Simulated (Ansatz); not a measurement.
# G0W0 on several functionals: LiBr (Fm-3m)

How much of the starting functional survives in the G0W0 gap of LiBr (Fm-3m)?

Main program and level: Ansatz 0.2.0; G0W0 on several functionals, plane waves, PAW.

Report form: the programs' logs are mostly left out.

In doubt: masses and optical values from hybrid runs of this build are listed as unsure (steps 3, 4), which bears on the screening that GW takes from such a start.

**1. The structure**

The structure is cubic, space group Fm-3m (No. 225). Conventional cell: a = 5.501 Å, b = 5.501 Å, c = 5.501 Å, α = 90.00°, β = 90.00°, γ = 90.00°. Li has 6 Br at 2.75 Å nearest. Nearest to Br lie 6 Li at 2.75 Å. Farther neighbours and most contacts between anions are not listed.

The cell and positions come from the Crystallography Open Database and are kept as given unless a step says otherwise.

**2. G0W0 on PBE**

Now the one-shot GW correction: screening in the RPA, then the self-energy of the levels asked for. This step takes PAW set soft_1 files.

This step: G0W0 on PBE, plane waves, PAW; PAW set soft_1.

File input.yaml:

```yaml
crystal:
  lattice:
    - [0.0, 2.75065, 2.75065]
    - [2.75065, 0.0, 2.75065]
    - [2.75065, 2.75065, 0.0]
  atoms:
    - { symbol: Li, position: [0.0, 0.0, 0.0] }
    - { symbol: Br, position: [0.5, 0.5, 0.5] }
kpoints:
  mp_grid: { grid: [6, 6, 6] }
hamiltonian:
  xc: pbe
  pseudopotentials: { kind: paw, azcp: { folder: soft_1 } }
scf:
  occupations: { method: fixed }
gw:
  n_empty_bands: 124
  ecut_chi: 120
  qp_bands: [v2, c2]
  qp_kpoints: band_edges
  screening: { model: contour_deformation }
```

Run with:

```bash
ansatz run input.yaml --threads 24 --pin off --max-ram 82944MiB --backend cuda --events-out ev --progress --plain --runs-dir out --devices 1 --max-vram 78GiB
```

The job ended after 3.7 s (1 × NVIDIA GB200 (shared by 2 runs) with 24 threads of Arm Neoverse V2, shared host; peak memory 1.1 GiB; 12 s of CPU time).

Numbers from this step:

* bands summed: 129
* RPA ε∞ on this mesh (eigenvalues): 3.164, 3.164, 3.164
* plane waves in the screening matrix: 137
* q-points in the mesh: 216
* G0W0 gap on the mesh: 7.069 eV
* k of the valence top: 0, 0, 0
* k of the conduction bottom: 0, 0, 0
* starting gap on the mesh: 4.939 eV
* Z at the valence top: 0.8007
* Z at the conduction bottom: 0.8384
* least direct G0W0 gap on the computed points: 7.069 eV

The gap on the mesh goes from 4.94 eV to 7.07 eV, a correction of +2.13 eV. Between the two edge states, bare exchange in place of the xc potential would open the gap by 7.73 eV, and correlation takes back 5.60 eV.

**3. G0W0 on HSE06**

The same correction from a different start measures what one shot leaves open.

This step: G0W0 on HSE06, plane waves, PAW; PAW set soft_1.

Edit input.yaml of step 2 so:

```diff
@@ -11,3 +11,3 @@
 hamiltonian:
-  xc: pbe
+  xc: hse06
   pseudopotentials: { kind: paw, azcp: { folder: soft_1 } }
```

Elapsed: 9.9 s, on 1 × NVIDIA GB200 (shared by 2 runs) with 24 threads; peak memory 1.2 GiB; 30 s of CPU time.

This step gave:

* bands summed: 129
* RPA ε∞ on this mesh (eigenvalues): 2.800, 2.800, 2.800
* plane waves in the screening matrix: 137
* q-points in the mesh: 216
* G0W0 gap on the mesh: 7.622 eV
* k of the valence top: 0, 0, 0
* k of the conduction bottom: 0, 0, 0
* starting gap on the mesh: 6.152 eV
* Z at the valence top: 0.8253
* Z at the conduction bottom: 0.8576
* least direct G0W0 gap on the computed points: 7.622 eV

Against the run with 6×6×6 mesh, 124 empty bands, screening to 120 eV, PAW set soft_1 files on PBE, the gap moves by +0.55 eV, while the start moved by +1.21 eV.

**4. G0W0 on PBE0**

This step: G0W0 on PBE0, plane waves, PAW; PAW set soft_1.

Edit input.yaml of step 3 so:

```diff
@@ -11,3 +11,3 @@
 hamiltonian:
-  xc: hse06
+  xc: pbe0
   pseudopotentials: { kind: paw, azcp: { folder: soft_1 } }
```

Wall time 8 s (1 × NVIDIA GB200 (shared by 2 runs) with 24 threads); peak memory 1.3 GiB.

Numbers from this step:

```yaml
bands_summed: 129
rpa_eps_infinity_on_this_mesh_eigenvalues: 2.688, 2.688, 2.688
plane_waves_in_the_screening_matrix: 137
g0w0_gap_on_the_mesh: 7.826 eV
k_of_the_valence_top: 0, 0, 0
k_of_the_conduction_bottom: 0, 0, 0
starting_gap_on_the_mesh: 6.842 eV
least_direct_g0w0_gap_on_the_computed_points: 7.826 eV
```

Against the run with 6×6×6 mesh, 124 empty bands, screening to 120 eV, PAW set soft_1 files on HSE06, the gap moves by +0.20 eV, while the start moved by +0.69 eV.

**5. Side by side**

All on the 6×6×6 mesh with 124 empty bands and screening to 120 eV. Times are wall times on 1 × NVIDIA GB200 (shared by 2 runs) with 24 threads of Arm Neoverse V2, shared host, good to a factor of about two.

```csv
start,starting gap (eV),shift (eV),G0W0 gap (eV),RPA ε∞ (harmonic mean),"Z (valence, conduction)",time
PBE,4.94,+2.13,7.07,3.16,"0.80, 0.84",3.7 s
HSE06,6.15,+1.47,7.62,2.80,"0.83, 0.86",9.9 s
PBE0,6.84,+0.98,7.83,2.69,"0.84, 0.87",8 s
```

How the two edges are built up, in eV (the quasiparticle level is the starting level plus Σx plus Σc less Vxc):

```csv
run,edge,start,Σx,Σc,Vxc,Z,QP
PBE,valence top,2.05,-19.86,2.10,-16.26,0.80,0.55
PBE,conduction bottom,6.99,-6.26,-3.50,-10.40,0.84,7.62
HSE06,valence top,1.23,-19.87,1.82,-17.08,0.83,0.27
HSE06,conduction bottom,7.38,-6.11,-3.35,-9.97,0.86,7.89
PBE0,valence top,0.85,-19.86,1.71,-17.45,0.84,0.15
PBE0,conduction bottom,7.69,-6.12,-3.26,-9.67,0.87,7.98
```

For a hybrid start, Vxc holds its share of exact exchange.

**6. Results**

| Quantity | Value |
| --- | --- |
| G0W0@PBE | 7.07 eV (start 4.94 eV) |
| G0W0@HSE06 | 7.62 eV (start 6.15 eV) |
| G0W0@PBE0 | 7.83 eV (start 6.84 eV) |
| known limits | not at the basis limit; no spin-orbit coupling |

**Reading.** The starting gaps span 1.90 eV and the G0W0 gaps 0.76 eV. Between PBE and PBE0, 0.76 eV of the 1.90 eV survives, 40 %. PBE0 screens less than PBE (ε∞ 2.69 against 3.16). Of the 0.76 eV by which its G0W0 gap is higher, the correlation part gives +0.63 eV, and exchange with the one-particle terms, which follow the orbitals, +0.13 eV. The smallest correction, +0.98 eV, is on PBE0, the start nearest to reproducing itself. Bands and cutoff are finite, so the gap is not at the basis limit. The miss can reach some tenths of an eV and take either sign; the mesh is an error of its own. The many-body steps are scalar-relativistic: spin-orbit coupling is not in them.

[Paths, hosts, dates, memory and timing lines, banners, echoed tables and standing remarks are left out of the program output.]

[Logs are printed without paths, hosts, clocks, repeated set-up lines and the standing remarks that a program may print on its own settings, such as how far it seeks lower states.]

[Runs of the session that timed out or met a known fault of the program may be left out.]

[Cells called generated may have been cut or substituted from an entry of the Crystallography Open Database or the Materials Project.]

[Hosts, paths, dates, database ids (printed as entryN), source tags and the programs' standing remarks are cut or masked in the printed files.]
